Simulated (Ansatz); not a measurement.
# CdS (Greenockite) (P6_3mc) in Ansatz: notebook

The runs below take CdS (Greenockite) through band structure, with PBEsol.

Everything below comes from runs of Ansatz 0.2.0. Logs are shortened: lines on timing, memory, paths and dates and some standing lists are left out, and cuts for length are marked.

**Experimental background.**

From “Isotope dependence of band-gap energy”, 2008, arxiv:0807.2152, for a bulk crystal of CdS: band gap 2.5809 ± 0.0002 eV.

The runs below are set against these values where they give the same quantity.

### 1 The crystal as given

Symmetry: P6_3mc, No. 186, hexagonal system. The conventional cell has a = 4.150 Å, b = 4.150 Å, c = 6.737 Å, α = 90.00°, β = 90.00°, γ = 120.00°. Cd (site symmetry 3m) is surrounded by 4 S at 2.53 to 2.54 Å. S (site symmetry 3m) is surrounded by 4 Cd at 2.53 to 2.54 Å.

### 2 Band structure, PBEsol

input.yaml

```yaml
crystal:
  lattice:
    - [4.15, 0.0, 0.0]
    - [-2.075, 3.5940054257, 0.0]
    - [0.0, 0.0, 6.737]
  atoms:
    - { symbol: Cd, position: [0.6666666667, 0.3333333333, 0.5] }
    - { symbol: Cd, position: [0.3333333333, 0.6666666667, 0.0] }
    - { symbol: S, position: [0.6666666667, 0.3333333333, 0.875] }
    - { symbol: S, position: [0.3333333333, 0.6666666667, 0.375] }
kpoints:
  mp_grid: { grid: [7, 7, 4] }
  band_path:
    path:
      - [0.0, 0.0, 0.0]
      - [0.5, 0.0, 0.0]
      - [0.3333333333, 0.3333333333, 0.0]
      - [0.0, 0.0, 0.0]
      - [0.0, 0.0, 0.5]
      - [0.5, 0.0, 0.5]
      - [0.3333333333, 0.3333333333, 0.5]
      - [0.0, 0.0, 0.5]
    npoints: 10
scf:
  occupations: { method: fermi_dirac, width: 0.05 }
hamiltonian:
  xc: pbesol
  pseudopotentials: { kind: all_electron, datasets: crystal }
output:
  forces: true
  stress: true
  eigenvalues: true
  elf: true
  volumetric_format: npy
```

Potentials or basis: all-electron PAW datasets made for the crystal.

On the command line:

```sh
$ ansatz run input.yaml --threads 2 --pin off --max-ram 8192MiB --backend cpu --events-out ev --progress --plain --runs-dir out
```

The program printed:

```text
Warning: RAYON_NUM_THREADS=2 ignored (pool sized by the plan → 2); use --threads N
hamiltonian.pseudopotentials.datasets: crystal makes datasets for this crystal and solves the spheres of its atoms anew in each pass: cutoff 260.0 eV, the density's 1040.0 eV; for an error of 0.50 meV an atom under PBE, 2.0 meV for the cell; an energy difference from a run of another recipe may be off by several times the error for the cell, under r2SCAN by more, where some 0.1 meV an atom stays at smaller errors; S in spheres of 1.148 Å, 6 of its electrons in bands; Cd in spheres of 1.376 Å, 12 of its electrons in bands, 8 on its site; only band paths and densities of states list, in semicore columns, the levels of the semicore shells that are solved separately: 4s of Cd, 4p of Cd
Engine: ansatz 0.2.0, x86_64-unknown-linux-gnu
Pseudopotentials: kind: all_electron
Pseudopotential: Cd, paw, valence charge 20, recommended cutoff 260 eV (normal), crystal/all_electron/pbesol/scalar/gaussian/Cd, Koelling and Harmon's equation, gaussian nucleus
Pseudopotential: S, paw, valence charge 6, recommended cutoff 260 eV (normal), crystal/all_electron/pbesol/scalar/gaussian/S, Koelling and Harmon's equation, gaussian nucleus
Functional definition: PBEsol
  exchange = pbesol_x
  correlation = pbesol_c
Crystal: 4 atoms, lattice volume = 100.483 Å³
Basis set: ecut = 260 eV, 989 PW (Γ), exchange–correlation on 48×48×72 points (8 copies of the dense FFT grid, shifted against one another)
Bands: 22, of which v1, the nominal top of the filled ones, is band 18 counted from 1 (17 counted from 0)
Symmetry: 12 space group operations
Space group: P63mc (ITA 186), of the structure as read, at distance tolerance 4.6e-5 Å
k-points: 24 of 196 (time reversal used)
Non-local potential: Cd, projectors of the file, l = 0: 1, l = 1: 1, l = 2: 2
Non-local potential: S, projectors of the file, l = 0: 1, l = 1: 1, l = 2: 2
PAW form: soft (Blöchl's): semilocal exchange-correlation on the pseudo side does not see the compensation charge
PAW one-centre angular grid: Cd, 590 points (default); XC on its mesh's 1869 points in the sphere
PAW one-centre angular grid: S, 110 points (default); XC on its mesh's 1929 points in the sphere
Initial density: superposition of atomic densities (neutral atoms: chi_scale 0, normalization atom)
Initial wavefunctions: pseudopotential atomic-orbital guess
Functional: x = pbesol(κ = 0.804, μ = 0.12345679012345678), c = pbesol(β = 0.046)
iter 1 solved again at ethr=8.04e-3 eV; its pass at ethr=1.00e-1 eV (dr2=2.89e0 eV) is discarded
SCF iter   1: F=—  HF=-326024.607462 eV  |F-HF|=—  |Δ(HF+E_count)|=         —  Δρ=3.76e-2  dr2=2.92e0  ethr=8.04e-3  ⟨swp⟩=2.8  Hψ=2664  notcnv=0
preconditioner: auto → Resta (q_TF=auto, 2.299 Å⁻¹)  ε∞=5.7  [insulator: Δε(μ)=1.563 eV  Ē_g=10.292 eV  σ=0.050 eV  W_gap=1.00  n_scr=22 (ndim 8)  ℏωp=22.2 eV  f_vac=0.021  D(μ)=0.00/eV (n_scr^D=0)  ε∞_Penn≈5.7]
SCF iter   2: F=—  HF=-326023.821889 eV  |F-HF|=—  |Δ(HF+E_count)|=   7.86e-1  Δρ=1.76e-2  dr2=4.74e-1  ethr=8.04e-3  ⟨swp⟩=3.2  Hψ=1213  notcnv=0  defer=4
iter 3 solved again at ethr=9.79e-5 eV; its pass at ethr=1.32e-3 eV (dr2=3.52e-2 eV) is discarded
SCF iter   3: F=—  HF=-326023.700154 eV  |F-HF|=—  |Δ(HF+E_count)|=   1.22e-1  Δρ=6.08e-3  dr2=3.53e-2  ethr=9.79e-5  ⟨swp⟩=2.1  Hψ=2494  notcnv=0  defer=3
SCF iter   4: F=—  HF=-326023.700738 eV  |F-HF|=—  |Δ(HF+E_count)|=   5.84e-4  Δρ=2.49e-3  dr2=5.27e-3  ethr=9.79e-5  ⟨swp⟩=3.2  Hψ=1313  notcnv=0  defer=4
SCF iter   5: F=—  HF=-326023.700802 eV  |F-HF|=—  |Δ(HF+E_count)|=   6.38e-5  Δρ=7.23e-4  dr2=6.32e-4  ethr=1.46e-5  ⟨swp⟩=3.0  Hψ=1260  notcnv=0  defer=1
SCF iter   6: F=—  HF=-326023.701154 eV  |F-HF|=—  |Δ(HF+E_count)|=   3.52e-4  Δρ=3.80e-4  dr2=2.10e-4  ethr=1.76e-6  ⟨swp⟩=2.0  Hψ=1143  notcnv=0  defer=1
SCF iter   7: F=—  HF=-326023.701360 eV  |F-HF|=—  |Δ(HF+E_count)|=   2.05e-4  Δρ=9.57e-5  dr2=1.18e-5  ethr=5.83e-7  ⟨swp⟩=3.0  Hψ=1102  notcnv=0  defer=1
SCF iter   8: F=—  HF=-326023.701396 eV  |F-HF|=—  |Δ(HF+E_count)|=   3.67e-5  Δρ=3.30e-5  dr2=1.75e-6  ethr=3.27e-8  ⟨swp⟩=3.0  Hψ=1324  notcnv=0  defer=1
SCF iter   9: F=-326023.701398 eV  HF=-326023.701398 eV  |F-HF|=9.87e-8  |Δ(HF+E_count)|=   1.97e-6  Δρ=5.59e-6  dr2=5.14e-8  ethr=4.87e-9  ⟨swp⟩=3.0  Hψ=1211  notcnv=0
SCF 1 converged in 9 iterations: F = -326023.701399 eV  dr2 = 5.14e-8
  Residual-converged pass: ⟨swp⟩=4.0  Hψ=1648  notcnv=0  max |occ|·‖R‖ = 6.0e-6 eV (tolerance 6.7e-6 eV)  dr2=5.34e-8  dr2_onsite=2.74e-8  max |Δocc| = 6.2e-10
NSCF: frozen V_eff on 71 k-points
SCF converged after 9 iterations
Free energy (F): -326023.701399 eV
Harris-Foulkes:  -326023.701399 eV  (|F-HF|=9.87e-8)
Internal energy: -326023.701399 eV  (E = F + TS)
E sigma→0 (E₀):  -326023.701399 eV
Entropy (-TS):   -0.000001 eV (-0.000 meV/atom)
Past the cutoff: the bands carry plane waves up to 1.75 times it, of which those up to 1.5 times it add -0.000194 eV an atom, each by itself; the spheres take 0.000301 eV an atom off the energy for waves past 1.75 times it
By the cutoff:   a pressure is off by up to 0.006 GPa (1.2 times the spheres' own share and the shells' term, over an atom's volume, and 0.004 GPa: a bound that held against runs at twice the plane waves)
Past the cutoffs: a stress includes 0.0007 GPa for waves and charges beyond them, in addition to the slope of what the spheres take
In the spheres:  the bands' charges fall short by 3.0e-6 e at most (sound up to 1e-3), those of shells solved beside the bands by 1.7e-7 e (sound up to 5e-4)
Fermi energy:    8.012453 eV
--- Per-component energies (eV) ---
  E_band       = 50.377286
  E_kinetic    = 445.924756
  E_local      = -6879.252175  (includes V_loc(G=0)·N_el)
  E_nonlocal   = 559.647902
  E_hartree    = 3351.933988
  E_xc         = -234.813005
  E_vxc        = -297.568196  (∫ρ·V_xc dr)
  E_paw        = -330875.077973  (= ΣΔE_a)
  E_vpaw       = -13472.555723  (= ΣTr[D̂ρ^β])
  E_ewald      = -5382.392226
  E_smearing   = -0.000001  (= −TS)
  E_closure    = 12990.327334  (closes the sum)
  Σ components = -326023.701399   (vs F -326023.701399, Δ=0.00e0)
  The terms above E_closure are by the made datasets' own strengths, without shells solved beside the bands.
--- Forces (eV/Å), atoms counted from 1 ---
  atom   1  Cd    -0.00000000    -0.00000000    -0.06538035
  atom   2  Cd    -0.00000000     0.00000000    -0.06538035
  atom   3  S      0.00000000    -0.00000000     0.06536243
  atom   4  S      0.00000000     0.00000000     0.06536243
  max |Σ_I F_I| component: 3.59e-5 eV/Å
--- Stress (GPa, compression-positive) ---
       -1.146418       0.000000      -0.000000
        0.000000      -1.146418       0.000000
       -0.000000       0.000000      -0.576532
  P = ⅓ Tr σ = -0.9565 GPa (-9.565 kbar)
  It holds what live shells' own plane waves past their cutoff add
--- Band table (eV; the first three rows and the last of 24) ---
  k-point 0: bands = ["-4.8503", "-4.4108", "-0.2162", "-0.1934", "-0.1934", "-0.1072", "-0.1072", "0.2108", "0.2108", "0.3020", "0.3020", "0.6363", "3.0535", "6.6863", "6.6863", "7.4097", "7.4542", "7.4542", "8.5105", "10.1196"]
  k-point 1: bands = ["-4.7845", "-4.4727", "-0.1843", "-0.1843", "-0.1718", "-0.1235", "-0.1235", "0.2272", "0.2272", "0.2918", "0.2918", "0.3635", "3.6713", "6.3846", "6.7921", "6.7921", "7.3345", "7.3345", "9.4258", "10.1939"]
  k-point 2: bands = ["-4.6268", "-4.6268", "-0.1573", "-0.1573", "-0.1573", "-0.1573", "0.0056", "0.0056", "0.2625", "0.2625", "0.2625", "0.2625", "4.9592", "4.9592", "7.0563", "7.0563", "7.0563", "7.0563", "10.1800", "10.1800"]
  k-point 23: bands = ["-4.3253", "-4.3253", "-0.0342", "-0.0342", "0.0012", "0.0012", "0.1886", "0.1886", "0.2532", "0.2532", "0.7451", "0.7451", "3.4677", "3.4677", "5.1776", "5.1776", "6.3124", "6.3124", "11.6705", "11.6705"]
```

It took 48 s on 2 threads of Intel Xeon at 2.50GHz (Skylake/Cascade Lake), shared host; peak memory 0.86 GiB.

What came out:

```
Free energy             : -326023.7014 eV
Pressure                : -1.0 GPa
Largest force           : 0.065 eV/Å
Band gap on the k mesh  : 1.06 eV, direct
Band gap along the path : 1.06 eV, direct
```

Forces on the atoms (eV/Å):
```
Cd   0.000  0.000 -0.065
Cd   0.000  0.000 -0.065
S    0.000  0.000  0.065
S    0.000  0.000  0.065
```

Stress tensor (GPa, compression positive):
```
-1.15  0.00  0.00
 0.00 -1.15  0.00
 0.00  0.00 -0.58
```

Levels at the corners of the path, in eV from the valence-band top:
| point | band 16 | band 17 | band 18 | band 19 | band 20 | band 21 |
| --- | --- | --- | --- | --- | --- | --- |
| Γ | -0.04 | 0.00 | 0.00 | 1.06 | 2.67 | 6.36 |
| M | -1.88 | -1.31 | -0.74 | 3.60 | 3.76 | 4.98 |
| K | -1.86 | -1.86 | -1.62 | 4.50 | 5.00 | 5.00 |
| Γ | -0.04 | 0.00 | 0.00 | 1.06 | 2.67 | 6.36 |
| A | -0.40 | -0.40 | -0.40 | 2.73 | 2.73 | 6.04 |
| L | -1.34 | -1.33 | -1.33 | 3.35 | 3.35 | 5.27 |
| H | -2.42 | -1.12 | -1.12 | 4.28 | 4.28 | 5.95 |
| A | -0.40 | -0.40 | -0.40 | 2.73 | 2.73 | 6.04 |

### 3 Band structure, PBEsol

Edit input.yaml of step 2 so:

```diff
@@ -27,3 +27,6 @@
   xc: pbesol
-  pseudopotentials: { kind: all_electron, datasets: crystal }
+  pseudopotentials:
+    kind: all_electron
+    lapw: { basis_error: 0.002 }
+    dirac_shells: { Cd: ["3p", "3d"], S: ["2p"] }
 output:
@@ -32,3 +35 @@
   eigenvalues: true
-  elf: true
-  volumetric_format: npy
```

Potentials or basis: all-electron LAPW, inner shells corrected to Dirac's equation.

On the command line:

```sh
$ ansatz run input.yaml --threads 2 --pin off --max-ram 8192MiB --backend cpu --events-out ev --progress --plain --runs-dir out
```

Wall time 43 s (2 threads of Intel Xeon at 2.50GHz (Skylake/Cascade Lake), shared host); peak memory 0.4 GiB.

It converged, with:

```
Free energy             : -326097.0163 eV
Pressure                : -0.9 GPa
Largest force           : 0.065 eV/Å
Band gap on the k mesh  : 1.06 eV, direct
Band gap along the path : 1.06 eV, direct
```

Forces on the atoms (eV/Å):
```
Cd   0.000  0.000 -0.065
Cd   0.000  0.000 -0.065
S    0.000  0.000  0.065
S    0.000  0.000  0.065
```

Stress tensor (GPa, compression positive):
```
-1.14  0.00  0.00
 0.00 -1.14  0.00
 0.00  0.00 -0.57
```

Levels at the corners of the path, in eV from the valence-band top:
| point | band 32 | band 33 | band 34 | band 35 | band 36 | band 37 |
| --- | --- | --- | --- | --- | --- | --- |
| Γ | -0.04 | 0.00 | 0.00 | 1.06 | 2.67 | 6.36 |
| M | -1.88 | -1.31 | -0.74 | 3.60 | 3.76 | 4.98 |
| K | -1.86 | -1.86 | -1.62 | 4.50 | 5.00 | 5.00 |
| Γ | -0.04 | 0.00 | 0.00 | 1.06 | 2.67 | 6.36 |
| A | -0.40 | -0.40 | -0.40 | 2.73 | 2.73 | 6.04 |
| L | -1.34 | -1.33 | -1.33 | 3.35 | 3.35 | 5.27 |
| H | -2.42 | -1.12 | -1.12 | 4.28 | 4.28 | 5.95 |
| A | -0.40 | -0.40 | -0.40 | 2.73 | 2.73 | 6.04 |

### 4 How close it comes

Step 2. Measured gap of CdS: 2.5809 eV (quoted in “Isotope dependence of band-gap energy”, 2008, arxiv:0807.2152). This calculation gives 1.06 eV (-1.52 eV). So large a miss can be the level of theory's own, or it may mean another phase, state or a wrong row. Spin-orbit coupling on Cd is left out. The value is that of PBEsol, without temperature or zero-point motion. Semilocal functionals fall short of measured gaps as a rule.

Step 3. A measured gap of CdS is 2.5809 eV (quoted in “Isotope dependence of band-gap energy”, 2008, arxiv:0807.2152); the calculated 1.06 eV misses it by -1.52 eV. So large a miss can be the level of theory's own, or it may mean another phase, state or a wrong row. Spin-orbit coupling on Cd is left out. The value is that of PBEsol, without temperature or zero-point motion. Semilocal functionals fall short of measured gaps as a rule.
